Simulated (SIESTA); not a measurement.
Crystal: Au.

```
CELL_PARAMETERS angstrom
0.00000 2.03500 2.03500
2.03500 0.00000 2.03500
2.03500 2.03500 0.00000
ATOMIC_POSITIONS crystal
Au 0.00000 0.00000 0.00000
```

Base run:

| Property | Result |
| --- | --- |
| Program | SIESTA 5.4.2 |
| Functional | PBEsol |
| Potentials or basis | PseudoDojo 0.4 standard (PBEsol files) |
| Basis | TZDP (energy shift 0.003 Ry; two zetas on semicore shells) |
| Grid cutoff | 800 Ry |
| Energy shift | 0.003 Ry |
| k mesh | 11 × 11 × 11 |
| Occupations | fermi-dirac, width 0.05 eV |
| Spin | no spin polarisation |

Its results: band gap on the k mesh none (metal or under the smearing width); pressure 2.4 GPa.

Problem. After a change of settings the same cell gave: band gap on the k mesh none (metal or under the smearing width); pressure 3.2 GPa. Which change was it?
A. basis from TZDP (energy shift 0.003 Ry; two zetas on semicore shells) to TZP (energy shift 0.003 Ry; two zetas on semicore shells)
B. basis from TZDP (energy shift 0.003 Ry; two zetas on semicore shells) to SZ (energy shift 0.003 Ry)
C. basis from TZDP (energy shift 0.003 Ry; two zetas on semicore shells) to DZP (energy shift 0.003 Ry; two zetas on semicore shells)
D. basis from TZDP (energy shift 0.003 Ry; two zetas on semicore shells) to DZ (energy shift 0.003 Ry; two zetas on semicore shells)

Solution. C.

Caveats: short orbitals over semicore shells can move pressures by several GPa; spin-orbit coupling is left out, which moves the levels of the heavy elements; the basis of atomic orbitals isn't converged, which shifts pressures, moduli and gaps.

Runs at the PBE level aren't shown here.
